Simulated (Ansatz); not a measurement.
**PbS under changes of volume**

One of the cells (26.664 Å³/atom); the others are scaled copies at fixed shape and fractional positions:

```xyz
4
Lattice="2.0800 -5.9913 0.0000 2.0800 5.9913 0.0000 0.0000 0.0000 4.2793" Properties=species:S:1:pos:R:3 pbc="T T T"
Pb    2.0800    4.4268    1.0698
Pb    2.0800   -4.4268    3.2095
S     2.0800    1.7399    1.0698
S     2.0800   -1.7399    3.2095
```

Measurements of this composition are mostly on another form, of space group No. 225.

```yaml
Program: Ansatz 0.2.0
Functional: BLYP
Dispersion: D3(BJ)
Potentials_or_basis: Ansatz PAW
Cutoff: "420 eV (not typed: the program's choice for these potentials)"
k_mesh: 7 × 7 × 6
Occupations: fermi-dirac, width 0.05 eV
Spin: no spin polarisation
```

```csv
volume (Å³/atom),energy over the lowest point (meV/atom),pressure (GPa),gap on the mesh (eV),largest force (eV/Å)
25.064,17.13,3.7,1.19,0.676
25.597,7.13,2.3,1.23,0.525
26.130,1.57,1.0,1.28,0.385
26.664,0.00,-0.1,1.31,0.255
27.197,1.98,-1.1,1.33,0.133
27.730,?,?,?,?
28.263,14.47,-2.5,1.36,0.087
```

**Question.** What does the run at 27.730 Å³/atom give?

**Answer.** Energy over the lowest point 7.05 meV/atom; pressure -1.9 GPa; gap on the mesh 1.34 eV; largest force 0.048 eV/Å.

Worked out: A Birch-Murnaghan fit of order 3 (a polynomial in V^(-2/3)) to the other rows has its minimum at 26.62 Å³/atom with B0 = V·E''(V) = 52 GPa and B' = 5.7 at fixed shape and positions, which overstates the stiffness. It gives 6.89 meV/atom at 27.730 Å³/atom, against the run's 7.05, and -dE/dV = -1.9 GPa, against -1.9. A parabola through the other rows of the gap, of slope 0.712 eV per unit of ln V there, gives 1.35 eV, against the run's 1.34.

Energies are extrapolated to zero smearing.

Caveats: odd divisions of the mesh miss points on the zone boundary, where band edges often lie, so the gap on the mesh can be too wide; spin-orbit coupling is left out, which as a rule narrows the gap of such compounds by several tenths of an eV; the PAW data sets come from PBE, with cores solved anew for the run's functional, which leaves a small shift of forces and pressure.

A mesh can miss the band edges.
